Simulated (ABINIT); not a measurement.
The system is W.

```
CELL_PARAMETERS angstrom
0.00000 2.03000 2.03000
2.03000 0.00000 2.03000
2.03000 2.03000 0.00000
ATOMIC_POSITIONS crystal
W 0.00000 0.00000 0.00000
```

This isn't the form of W at room conditions, which is bcc.

Base run:

| Quantity | Value |
| --- | --- |
| Program | ABINIT 10.8.3 (patched build) |
| Functional | AM05 |
| Potentials or basis | JTH PAW PBE v2.0 |
| Cutoff | 517 eV |
| k mesh | 11 × 11 × 11 |
| Occupations | fermi-dirac, width 0.05 eV |
| Spin | no spin polarisation |

Its results: band gap on the k mesh none (metal or under the smearing width); pressure -14.0 GPa.

Q: After a change of settings the same cell gave: band gap on the k mesh none (metal or under the smearing width); pressure -17.3 GPa. Which change was it?
A. functional from AM05 to BLYP
B. functional from AM05 to LDA
C. functional from AM05 to r2SCAN
D. functional from AM05 to SCAN

A: B.

LDA binds more tightly than AM05, so the same cell stands under less pressure.

Caveats: the PAW data sets were made with another functional, which shifts forces and pressure a little; spin-orbit coupling is left out, which moves the levels of the heavy elements.
